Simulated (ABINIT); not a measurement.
Runs of ABINIT 10.8.3 (patched build) on NbP. Symmetry: I4_1md, No. 109, tetragonal system. The conventional cell has a = 3.350 Å, b = 3.350 Å, c = 11.480 Å, α = 90.00°, β = 90.00°, γ = 90.00°. Around Nb (site symmetry 2mm) lie 6 P at 2.55 Å. P (site symmetry 2mm) has 6 Nb at 2.55 Å as nearest neighbours. The cell is a database's computed one.

| task | level | potentials or basis | cell | k mesh | cutoff (eV) | fine-grid cutoff | cell freedom (optcell) | cutoff smearing ecutsm (Ha) | optimiser (ionmov) | force stop (Ha/bohr) | mesh quality | gap on the mesh (eV) | pressure (GPa) | largest force (eV/Å) |
| --- | --- | --- | --- | --- | --- | --- | --- | --- | --- | --- | --- | --- | --- | --- |
| single point | LDA | JTH PAW LDA v2.0 | as given | 4 × 4 × 4 | 544 | 1088.46 eV | - | - | - | - | coarse | none | (b) | 0.01 |
| single point | LDA | JTH PAW LDA v2.0 | as given | 9 × 9 × 9 | 544 | 1088.46 eV | - | - | - | - | not flagged | none | -9.7 | 0.01 |
| single point | PBEsol | JTH PAW PBE v2.0 | as given | 7 × 7 × 7 | 544 | 1088.46 eV | - | - | - | - | not flagged | 0.05 | -6.5 | 0.02 |
| relaxation of cell and atoms | LDA | JTH PAW LDA v2.0 | relaxed | 7 × 7 × 7 | 544 | 1088.46 eV | 2 | 0.5 | 2 | 0.0005 | not flagged | 0.09 | -0.1 | 0.02 |
| single point | PBE | JTH PAW PBE v2.0 | as given | 4 × 4 × 4 | 544 | 1088.46 eV | - | - | - | - | coarse | none | (a) | 0.01 |
| single point | PBE | JTH PAW PBE v2.0 | as given | 7 × 7 × 7 | 544 | 1088.46 eV | - | - | - | - | not flagged | 0.05 | -1.4 | 0.02 |
| single point | r2SCAN | JTH PAW PBE v2.0 | as given | 4 × 4 × 4 | 653 | 1251.72 eV | - | - | - | - | coarse | none | - | - |
| single point | PBE | JTH PAW PBE v2.0 | as given | 9 × 9 × 9 | 544 | 1088.46 eV | - | - | - | - | not flagged | none | -1.4 | 0.01 |

Alike in all rows: no spin polarisation; smearing fermi-dirac 0.05 eV.

Problem. Fill in the values left out.

Solution. (a) -0.9; (b) -9.2.

Caveats: some runs use coarse meshes; an odd mesh through Γ misses points on the zone boundary, where band edges often lie (some runs); the PAW data sets were made with another functional, which shifts forces and pressure a little (some runs).

A k mesh can miss the band edges, and the runs leave out spin-orbit coupling on Nb.

A gap of «none» marks a metal or a gap under the smearing width.

Not every run made on this cell is shown here.
